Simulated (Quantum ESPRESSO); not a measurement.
# AgCl (Chlorargyrite) (Fm-3m) in Quantum ESPRESSO: further runs

The runs below take AgCl (Chlorargyrite) through band structure, with AM05, r2SCAN.

All numbers are computed with Quantum ESPRESSO 7.5; they aren't measurements. Logs are shortened: lines on timing, memory, paths and dates and some standing lists are left out, and cuts for length are marked.

**What was measured.**

A printed reference work, data compilation reports, for a bulk crystal of AgCl: band gap 3.249 eV (indirect).

The runs below are set against these values where they give the same quantity.

### 1 The structure

The structure is cubic, space group Fm-3m (No. 225). The conventional cell has a = 5.470 Å, b = 5.470 Å, c = 5.470 Å, α = 90.00°, β = 90.00°, γ = 90.00°. Ag (site symmetry m-3m) has 6 Cl at 2.73 Å as nearest neighbours. Around Cl (site symmetry m-3m) lie 6 Ag at 2.73 Å.

### 2 Band structure, AM05

pw.in

```
&CONTROL
  calculation = 'scf'
  prefix = 'pwscf'
  outdir = './tmp'
  pseudo_dir = './pseudo'
  tprnfor = .true.
  tstress = .true.
  disk_io = 'low'
/
&SYSTEM
  ibrav = 0
  A = 3.86787409
  nat = 2
  ntyp = 2
  ecutwfc = 70
  nbnd = 20
  input_dft = 'XC-000I-000I-120L-135L-000I-000I'
  occupations = 'smearing'
  smearing = 'fd'
  degauss = 0.00367493
/
&ELECTRONS
  conv_thr = 4d-10
  electron_maxstep = 120
  mixing_beta = 0.5
/
ATOMIC_SPECIES
Ag   107.8682 Ag_ONCV_PBE-1.2.upf
Cl    35.4500 Cl_ONCV_PBE-1.2.upf
CELL_PARAMETERS alat
   0.0000000000    0.7071067818    0.7071067818
   0.7071067818    0.0000000000    0.7071067818
   0.7071067818    0.7071067818    0.0000000000
ATOMIC_POSITIONS alat
Ag     0.0000000000    0.0000000000    0.0000000000
Cl     0.7071067818    0.7071067818    0.7071067818
K_POINTS automatic
8 8 8 0 0 0
```

bands.in

```
&CONTROL
  calculation = 'bands'
  prefix = 'pwscf'
  outdir = './tmp'
  pseudo_dir = './pseudo'
  disk_io = 'low'
  verbosity = 'high'
/
&SYSTEM
  ibrav = 0
  A = 3.86787409
  nat = 2
  ntyp = 2
  ecutwfc = 70
  nbnd = 20
  input_dft = 'XC-000I-000I-120L-135L-000I-000I'
  occupations = 'smearing'
  smearing = 'fd'
  degauss = 0.00367493
/
&ELECTRONS
  conv_thr = 1d-08
  electron_maxstep = 120
  mixing_beta = 0.5
  diago_full_acc = .true.
  startingwfc = 'random'
/
ATOMIC_SPECIES
Ag   107.8682 Ag_ONCV_PBE-1.2.upf
Cl    35.4500 Cl_ONCV_PBE-1.2.upf
CELL_PARAMETERS alat
   0.0000000000    0.7071067818    0.7071067818
   0.7071067818    0.0000000000    0.7071067818
   0.7071067818    0.7071067818    0.0000000000
ATOMIC_POSITIONS alat
Ag     0.0000000000    0.0000000000    0.0000000000
Cl     0.7071067818    0.7071067818    0.7071067818
K_POINTS crystal
60
 0.0000000000  0.0000000000  0.0000000000 1
 0.0625000000  0.0000000000  0.0625000000 1
 0.1250000000  0.0000000000  0.1250000000 1
 0.1875000000  0.0000000000  0.1875000000 1
 0.2500000000  0.0000000000  0.2500000000 1
 0.3125000000  0.0000000000  0.3125000000 1
 0.3750000000  0.0000000000  0.3750000000 1
 0.4375000000  0.0000000000  0.4375000000 1
 0.5000000000  0.0000000000  0.5000000000 1
 0.5000000000  0.0625000000  0.5625000000 1
 0.5000000000  0.1250000000  0.6250000000 1
 0.5000000000  0.1875000000  0.6875000000 1
 0.5000000000  0.2500000000  0.7500000000 1
 0.4375000000  0.3125000000  0.7500000000 1
 0.3750000000  0.3750000000  0.7500000000 1
 0.3375000000  0.3375000000  0.6750000000 1
 0.3000000000  0.3000000000  0.6000000000 1
 0.2625000000  0.2625000000  0.5250000000 1
 0.2250000000  0.2250000000  0.4500000000 1
 0.1875000000  0.1875000000  0.3750000000 1
 0.1500000000  0.1500000000  0.3000000000 1
 0.1125000000  0.1125000000  0.2250000000 1
 0.0750000000  0.0750000000  0.1500000000 1
 0.0375000000  0.0375000000  0.0750000000 1
 0.0000000000  0.0000000000  0.0000000000 1
 0.0625000000  0.0625000000  0.0625000000 1
 0.1250000000  0.1250000000  0.1250000000 1
 0.1875000000  0.1875000000  0.1875000000 1
 0.2500000000  0.2500000000  0.2500000000 1
 0.3125000000  0.3125000000  0.3125000000 1
 0.3750000000  0.3750000000  0.3750000000 1
 0.4375000000  0.4375000000  0.4375000000 1
 0.5000000000  0.5000000000  0.5000000000 1
 0.5250000000  0.4500000000  0.5250000000 1
 0.5500000000  0.4000000000  0.5500000000 1
 0.5750000000  0.3500000000  0.5750000000 1
 0.6000000000  0.3000000000  0.6000000000 1
 0.6250000000  0.2500000000  0.6250000000 1
 0.5833333333  0.2500000000  0.6666666667 1
 0.5416666667  0.2500000000  0.7083333333 1
 0.5000000000  0.2500000000  0.7500000000 1
 0.5000000000  0.2857142857  0.7142857143 1
 0.5000000000  0.3214285714  0.6785714286 1
 0.5000000000  0.3571428571  0.6428571429 1
 0.5000000000  0.3928571429  0.6071428571 1
 0.5000000000  0.4285714286  0.5714285714 1
 0.5000000000  0.4642857143  0.5357142857 1
 0.5000000000  0.5000000000  0.5000000000 1
 0.4821428571  0.4821428571  0.5357142857 1
 0.4642857143  0.4642857143  0.5714285714 1
 0.4464285714  0.4464285714  0.6071428571 1
 0.4285714286  0.4285714286  0.6428571429 1
 0.4107142857  0.4107142857  0.6785714286 1
 0.3928571429  0.3928571429  0.7142857143 1
 0.3750000000  0.3750000000  0.7500000000 1
 0.6250000000  0.2500000000  0.6250000000 1
 0.5937500000  0.1875000000  0.5937500000 1
 0.5625000000  0.1250000000  0.5625000000 1
 0.5312500000  0.0625000000  0.5312500000 1
 0.5000000000  0.0000000000  0.5000000000 1
```

Potentials or basis: SG15 PBE 1.2.

The run is started by

```
$ OMP_NUM_THREADS=1 pw.x -in pw.in > pw.out
$ OMP_NUM_THREADS=1 pw.x -in bands.in > bands.out
```

pw.out:

```text
This program is part of the open-source Quantum ESPRESSO suite
     for quantum simulation of materials; please cite
         "P. Giannozzi et al., J. Phys.:Condens. Matter 21 395502 (2009);
         "P. Giannozzi et al., J. Phys.:Condens. Matter 29 465901 (2017);
         "P. Giannozzi et al., J. Chem. Phys. 152 154105 (2020);
     in publications or presentations arising from this work. More details at

     IMPORTANT: XC functional enforced from input :
     Exchange-correlation= XC-000I-000I-120L-135L-000I-000I
                           (   0   0 120 135   0   0   0)
     Any further DFT definition will be discarded
     Please, verify this is what you really want

     Message from routine setup:
     using ibrav=0 with symmetry is DISCOURAGED, use correct ibrav instead

     G-vector sticks info
     --------------------
     sticks:   dense  smooth     PW     G-vecs:    dense   smooth      PW
     Sum        1039    1039    313                22075    22075    3527

     Using Slab Decomposition

     bravais-lattice index     =            0
     lattice parameter (alat)  =       7.3092  a.u.
     unit-cell volume          =     276.1205 (a.u.)^3
     number of atoms/cell      =            2
     number of atomic types    =            2
     number of electrons       =        26.00
     number of Kohn-Sham states=           20
     kinetic-energy cutoff     =      70.0000  Ry
     charge density cutoff     =     280.0000  Ry
     scf convergence threshold =      4.0E-10
     mixing beta               =       0.5000
     number of iterations used =            8  plain     mixing
     Exchange-correlation= XC-000I-000I-120L-135L-000I-000I
                           (   0   0 120 135   0   0   0)

     celldm(1)=   7.309223  celldm(2)=   0.000000  celldm(3)=   0.000000
     celldm(4)=   0.000000  celldm(5)=   0.000000  celldm(6)=   0.000000

     crystal axes: (cart. coord. in units of alat)
               a(1) = (   0.000000   0.707107   0.707107 )
               a(2) = (   0.707107   0.000000   0.707107 )
               a(3) = (   0.707107   0.707107   0.000000 )

     reciprocal axes: (cart. coord. in units 2 pi/alat)
               b(1) = ( -0.707107  0.707107  0.707107 )
               b(2) = (  0.707107 -0.707107  0.707107 )
               b(3) = (  0.707107  0.707107 -0.707107 )

     PseudoPot. # 1 for Ag read from file:
     Ag_ONCV_PBE-1.2.upf
     Pseudo is Norm-conserving, Zval = 19.0
     Generated using ONCVPSP code by D. R. Hamann
     Using radial grid of  602 points,  6 beta functions with:
                l(1) =   0
                l(2) =   0
                l(3) =   1
                l(4) =   1
                l(5) =   2
                l(6) =   2

     PseudoPot. # 2 for Cl read from file:
     Cl_ONCV_PBE-1.2.upf
     Pseudo is Norm-conserving, Zval =  7.0
     Generated using ONCVPSP code by D. R. Hamann
     Using radial grid of  602 points,  4 beta functions with:
                l(1) =   0
                l(2) =   0
                l(3) =   1
                l(4) =   1

     atomic species   valence    mass     pseudopotential
     Ag               19.00   107.86820     Ag( 1.00)
     Cl                7.00    35.45000     Cl( 1.00)

     48 Sym. Ops., with inversion, found

   Cartesian axes

     site n.     atom                  positions (alat units)
         1        Ag     tau(   1) = (   0.0000000   0.0000000   0.0000000  )
         2        Cl     tau(   2) = (   0.7071068   0.7071068   0.7071068  )

     number of k points=    29  Fermi-Dirac smearing, width (Ry)=  0.0037
                       cart. coord. in units 2pi/alat
        k(    1) = (   0.0000000   0.0000000   0.0000000), wk =   0.0039062
        k(    2) = (   0.0883883   0.0883883  -0.0883883), wk =   0.0312500
        k(    3) = (   0.1767767   0.1767767  -0.1767767), wk =   0.0312500
        k(    4) = (   0.2651650   0.2651650  -0.2651650), wk =   0.0312500
        k(    5) = (  -0.3535534  -0.3535534   0.3535534), wk =   0.0156250
        k(    6) = (   0.1767767   0.0000000   0.0000000), wk =   0.0234375
[... 21 lines left out ...]
        k(   28) = (  -0.7071068   0.1767767   0.0000000), wk =   0.0468750
        k(   29) = (  -0.7071068   0.3535534   0.0000000), wk =   0.0234375

     Dense  grid:    22075 G-vectors     FFT dimensions: (  40,  40,  40)

     WARNING: libxc functional with ID  120 depends
      on external parameters: check the user_guide of
      QE if you need to modify them or to check their
      default values.

     WARNING: libxc functional with ID  135 depends
      on external parameters: check the user_guide of
      QE if you need to modify them or to check their
      default values.

     Initial potential from superposition of free atoms

     starting charge      25.9563, renormalised to      26.0000
     Starting wfcs are random

     Self-consistent Calculation

     iteration #  1     ecut=    70.00 Ry     beta= 0.50
     Davidson diagonalization with overlap
     ethr =  1.00E-02,  avg # of iterations =  8.8

     Threshold (ethr) on eigenvalues was too large:
     Diagonalizing with lowered threshold

     Davidson diagonalization with overlap
     ethr =  2.76E-04,  avg # of iterations =  2.9

     total energy              =    -317.40308167 Ry
     estimated scf accuracy    <       0.08215892 Ry
[... 57 lines left out ...]
     iteration # 10     ecut=    70.00 Ry     beta= 0.50
     Davidson diagonalization with overlap
     ethr =  3.83E-12,  avg # of iterations =  2.0

     End of self-consistent calculation

          k = 0.0000 0.0000 0.0000 (  2733 PWs)   bands (ev):

   -81.1125 -44.4462 -44.4462 -44.4462  -6.4186   6.3594   6.3594   6.3594
     6.4039   6.4039   6.5472   6.5472   6.5472   9.8052  19.8884  19.8884
    19.8884  21.2863  22.4913  22.4914

          k = 0.0884 0.0884-0.0884 (  2725 PWs)   bands (ev):
[... 19 lines left out ...]
   -81.1124 -44.4499 -44.4468 -44.4468  -5.9099   3.3817   4.5558   4.5558
     6.7682   6.7682   7.1083   9.0285   9.0285  13.0764  15.7254  16.5939
    16.5939  22.6517  22.8441  22.8441

          k = 0.1768 0.0000 0.0000 (  2722 PWs)   bands (ev):

   -81.1125 -44.4467 -44.4464 -44.4464  -6.3298   5.1131   5.9952   5.9952
     6.3049   6.4341   6.9155   6.9155   7.3367  10.8723  18.7842  18.9805
    19.3925  19.3925  23.0343  23.1275

          k = 0.2652 0.0884-0.0884 (  2732 PWs)   bands (ev):
[... 25 lines left out ...]
   -81.1124 -44.4485 -44.4470 -44.4466  -6.0774   4.1136   4.7777   5.1514
     6.5728   6.6706   6.9871   7.6663   8.7728  12.7900  16.1320  17.2584
    17.6335  20.8118  22.8664  22.9534

          k = 0.0000-0.1768 0.1768 (  2745 PWs)   bands (ev):

   -81.1125 -44.4474 -44.4467 -44.4464  -6.2491   4.8549   5.1698   5.6848
     6.4509   6.5534   7.0127   7.0343   8.1393  11.5126  17.8023  17.9144
    18.9619  20.1566  22.0514  22.8327

          k = 0.3536 0.0000 0.0000 (  2706 PWs)   bands (ev):

   -81.1124 -44.4479 -44.4470 -44.4470  -6.1307   4.2244   5.7382   5.7382
     6.1748   6.5078   7.1192   7.1192   7.5660  12.4633  16.3710  17.7435
    19.2301  19.2301  23.6006  25.3379

          k = 0.4419 0.0884-0.0884 (  2739 PWs)   bands (ev):
[... 13 lines left out ...]
   -81.1124 -44.4492 -44.4481 -44.4471  -5.8821   3.9068   4.6686   4.6831
     6.6936   6.7644   7.0557   7.5842   8.6043  13.7388  15.0042  16.9829
    17.7248  21.9271  22.0876  24.8460

          k = 0.0000-0.3536 0.3536 (  2720 PWs)   bands (ev):

   -81.1124 -44.4488 -44.4478 -44.4468  -5.9547   3.8745   4.6345   4.9847
     6.6556   6.7580   7.2006   7.2411   8.9473  14.0293  14.9257  16.7503
    17.4292  21.0823  23.3927  25.0333

          k = 0.5303 0.0000 0.0000 (  2730 PWs)   bands (ev):

   -81.1124 -44.4491 -44.4475 -44.4475  -5.9599   4.1372   5.7010   5.7010
     6.0466   6.5824   7.0194   7.0194   7.3587  11.8021  16.9847  17.1584
    19.9545  19.9545  24.3391  25.2293

          k =-0.0884-0.6187 0.6187 (  2730 PWs)   bands (ev):

   -81.1123 -44.4494 -44.4478 -44.4476  -5.9017   4.3052   5.2035   5.3838
     6.2647   6.8516   6.9552   7.1476   7.2691  11.7436  16.8117  17.3811
    19.8638  20.5177  24.0229  24.6102

          k = 0.0000-0.5303 0.5303 (  2726 PWs)   bands (ev):

   -81.1123 -44.4490 -44.4484 -44.4474  -5.8694   4.4808   4.5216   4.9568
     6.5102   6.8346   7.0257   7.2325   7.8792  12.5394  16.2515  17.1871
    18.9003  20.7688  22.8061  25.1439

          k =-0.7071 0.0000 0.0000 (  2762 PWs)   bands (ev):

   -81.1123 -44.4496 -44.4477 -44.4477  -5.8997   4.3640   5.7417   5.7417
     5.9941   6.6135   6.9006   6.9006   7.0152  11.2290  16.9730  17.7550
    20.6795  20.6795  24.3219  24.3219

          k = 0.3536 0.1768 0.0000 (  2742 PWs)   bands (ev):

   -81.1124 -44.4484 -44.4472 -44.4468  -6.0720   4.1220   4.9925   5.3735
     6.4636   6.6881   7.1529   7.1588   8.4055  12.8922  15.9327  17.1366
    18.4499  20.1551  23.3016  24.5741

          k =-0.2652-0.4419 0.6187 (  2729 PWs)   bands (ev):
[... 19 lines left out ...]
   -81.1123 -44.4490 -44.4482 -44.4475  -5.8718   4.2985   4.6490   4.8936
     6.6167   6.8230   6.9848   7.2924   7.8799  12.9717  16.0955  17.0466
    18.0982  21.5478  23.0643  24.5372

          k = 0.0000-0.3536 0.5303 (  2733 PWs)   bands (ev):

   -81.1124 -44.4489 -44.4484 -44.4473  -5.8771   4.0924   4.6911   4.7762
     6.7319   6.7445   7.0810   7.2210   8.2968  13.6117  15.4478  16.8196
    17.8897  21.8340  22.3062  25.2835

          k =-0.7071 0.1768 0.0000 (  2722 PWs)   bands (ev):

   -81.1123 -44.4493 -44.4480 -44.4477  -5.8789   4.4460   4.9581   5.2046
     6.5056   6.8919   6.9008   6.9247   7.4167  12.0062  16.8207  17.4270
    18.8578  21.3698  23.7791  24.3040

          k =-0.7071 0.3536 0.0000 (  2740 PWs)   bands (ev):

   -81.1123 -44.4486 -44.4486 -44.4477  -5.8578   4.5089   4.7183   4.7183
     6.8630   6.8630   6.9010   6.9136   7.7112  13.2140  16.9052  16.9052
    16.9992  22.6849  22.6849  24.2856

     the Fermi energy is     9.4931 ev

!    total energy              =    -317.42296171 Ry
     estimated scf accuracy    <          1.5E-12 Ry
     smearing contrib. (-TS)   =      -0.00000051 Ry
     internal energy E=F+TS    =    -317.42296121 Ry

     The total energy is F=E-TS. E is the sum of the following terms:
     one-electron contribution =    -167.59514706 Ry
     hartree contribution      =      92.57569979 Ry
     xc contribution           =     -32.50664078 Ry
     ewald contribution        =    -209.89687316 Ry

     convergence has been achieved in  10 iterations

     Forces acting on atoms (cartesian axes, Ry/au):

     atom    1 type  1   force =     0.00000000    0.00000000    0.00000000
     atom    2 type  2   force =     0.00000000    0.00000000    0.00000000

     Total force =     0.000000     Total SCF correction =     0.000000

     Computing stress (Cartesian axis) and pressure

          total   stress  (Ry/bohr**3)                   (kbar)     P=        7.08
   0.00004816   0.00000000   0.00000000            7.08        0.00        0.00
   0.00000000   0.00004816   0.00000000            0.00        7.08        0.00
   0.00000000   0.00000000   0.00004816            0.00        0.00        7.08

=------------------------------------------------------------------------------=
   JOB DONE.
=------------------------------------------------------------------------------=
```

Wall time 68 s (1 thread of Arm Neoverse V1, shared host); peak memory 0.1 GiB.

What came out:

| Item | Value |
| --- | --- |
| Free energy | -4318.7594 eV |
| Pressure | 0.7 GPa |
| Band gap on the k mesh | 0.78 eV, indirect (least direct gap 3.23 eV) |
| Band gap along the path | 0.78 eV, indirect (least direct gap 3.04 eV) |

Levels at the corners of the path, in eV from the valence-band top:
```tsv
point	band 10	band 11	band 12	band 13	band 14	band 15	band 16	band 17
Γ	-2.62	-2.48	-2.48	-2.48	0.78	10.86	10.86	10.86
X	-2.41	-2.13	-2.13	-2.01	2.20	7.94	8.73	11.65
W	-2.17	-2.13	-2.11	-1.32	4.19	7.88	7.88	7.97
K	-2.19	-2.00	-1.80	-1.15	3.51	7.22	8.16	9.87
Γ	-2.62	-2.48	-2.48	-2.48	0.78	10.86	10.86	10.86
L	-2.26	-1.92	0.00	0.00	4.05	6.70	7.57	7.57
U	-2.19	-2.00	-1.80	-1.15	3.51	7.22	8.16	9.87
W	-2.17	-2.13	-2.11	-1.32	4.19	7.88	7.88	7.97
L	-2.26	-1.92	0.00	0.00	4.05	6.70	7.57	7.57
K	-2.19	-2.00	-1.80	-1.15	3.51	7.22	8.16	9.87
U	-2.19	-2.00	-1.80	-1.15	3.51	7.22	8.16	9.87
X	-2.41	-2.13	-2.13	-2.01	2.20	7.94	8.73	11.65
```

Caveat: the potentials were made for another functional, which shifts forces and pressure; this potential file gives levels or pressures that part from those of other sets.

### 3 Band structure, r2SCAN

pw.in: that of step 2 with these lines changed.

```diff
@@ -16,3 +16,3 @@
   nbnd = 20
-  input_dft = 'XC-000I-000I-120L-135L-000I-000I'
+  input_dft = 'r2scan'
   occupations = 'smearing'
@@ -20,5 +20,6 @@
   degauss = 0.00367493
+  nosym = .true.
 /
 &ELECTRONS
-  conv_thr = 4d-10
+  conv_thr = 1d-08
   electron_maxstep = 120
@@ -37,2 +38,2 @@
 K_POINTS automatic
-8 8 8 0 0 0
+6 6 6 0 0 0
```

bands.in: that of step 2 with these lines changed.

```diff
@@ -15,3 +15,3 @@
   nbnd = 20
-  input_dft = 'XC-000I-000I-120L-135L-000I-000I'
+  input_dft = 'r2scan'
   occupations = 'smearing'
@@ -19,2 +19,3 @@
   degauss = 0.00367493
+  nosym = .true.
 /
```

Potentials or basis: SG15 PBE 1.2.

The run is started by

```
$ OMP_NUM_THREADS=1 pw.x -in pw.in > pw.out
$ OMP_NUM_THREADS=1 pw.x -in bands.in > bands.out
```

Run time: 8.5 min. Hardware: 1 thread of Arm Neoverse V1, shared host; peak memory 0.15 GiB.

It converged, with:

* Free energy: -4326.1225 eV
* Pressure: 2.4 GPa
* Band gap on the k mesh: 1.40 eV, indirect (least direct gap 3.93 eV)
* Band gap along the path: 1.40 eV, indirect (least direct gap 3.65 eV)

Levels at the corners of the path, in eV from the valence-band top:
| point | band 10 | band 11 | band 12 | band 13 | band 14 | band 15 | band 16 | band 17 |
| --- | --- | --- | --- | --- | --- | --- | --- | --- |
| Γ | -2.57 | -2.54 | -2.54 | -2.54 | 1.40 | 11.57 | 11.57 | 11.57 |
| X | -2.38 | -2.13 | -2.13 | -1.99 | 2.92 | 8.46 | 9.47 | 12.67 |
| W | -2.16 | -2.13 | -2.08 | -1.23 | 4.84 | 8.51 | 8.51 | 8.88 |
| K | -2.19 | -2.01 | -1.75 | -1.12 | 4.22 | 7.84 | 8.85 | 10.81 |
| Γ | -2.57 | -2.54 | -2.54 | -2.54 | 1.40 | 11.57 | 11.57 | 11.57 |
| L | -2.26 | -1.90 | 0.00 | 0.00 | 4.70 | 7.41 | 8.42 | 8.42 |
| U | -2.19 | -2.01 | -1.75 | -1.12 | 4.22 | 7.84 | 8.85 | 10.81 |
| W | -2.16 | -2.13 | -2.08 | -1.23 | 4.84 | 8.51 | 8.51 | 8.88 |
| L | -2.26 | -1.90 | 0.00 | 0.00 | 4.70 | 7.41 | 8.42 | 8.42 |
| K | -2.19 | -2.01 | -1.75 | -1.12 | 4.22 | 7.84 | 8.85 | 10.81 |
| U | -2.19 | -2.01 | -1.75 | -1.12 | 4.22 | 7.84 | 8.85 | 10.81 |
| X | -2.38 | -2.13 | -2.13 | -1.99 | 2.92 | 8.46 | 9.47 | 12.67 |

Caveat: the potentials were made for another functional, which shifts forces and pressure; this potential file gives levels or pressures that part from those of other sets.

### 4 Against experiment

Step 2. A measured gap of AgCl is 3.249 eV (indirect; a printed reference work, data compilation); the calculated 0.78 eV misses it by -2.47 eV. So large a miss can be the level of theory's own, or it may mean another phase, state or a wrong row. Spin-orbit coupling on Ag is left out. The value is that of AM05, without temperature or zero-point motion. Semilocal functionals fall short of measured gaps as a rule.

Step 3. A measured gap of AgCl is 3.249 eV (indirect; a printed reference work, data compilation); the calculated 1.40 eV misses it by -1.85 eV. So large a miss can be the level of theory's own, or it may mean another phase, state or a wrong row. Spin-orbit coupling on Ag is left out. The value is that of r2SCAN, without temperature or zero-point motion.
